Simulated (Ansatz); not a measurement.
Crystal: MnO.

```
Mn O
1.0
     0.00000    2.22391    2.22391
     2.22391    0.00000    2.22391
     2.22391    2.22391    0.00000
Mn O
1 1
Direct
  0.00000 0.00000 0.00000
  0.50000 0.50000 0.50000
```

The cell is a database's computed one.

Program: Ansatz 0.2.0. Alike in all runs: spin collinear, ferromagnetic start; cell as given; smearing fermi-dirac 0.05 eV.

Order these runs on this cell by their pressure, lowest first.
A. level PBE; potentials or basis SPMS NC; k mesh 10 × 10 × 10; cutoff (eV) 1034; points for each segment of the path 14
B. level PBE; potentials or basis Ansatz PAW; k mesh 7 × 7 × 7; cutoff (eV) 420
C. level rPW86-PBE; potentials or basis Ansatz PAW; k mesh 10 × 10 × 10; cutoff (eV) 420; points for each segment of the path 14

B (-1.4 GPa), A (0.3 GPa), C (4.2 GPa).

Caveats: a cell with one magnetic atom can't hold antiferromagnetic order, which such compounds often take; the PAW data sets come from PBE, with cores solved anew for the run's functional, which leaves a small shift of forces and pressure (some runs).
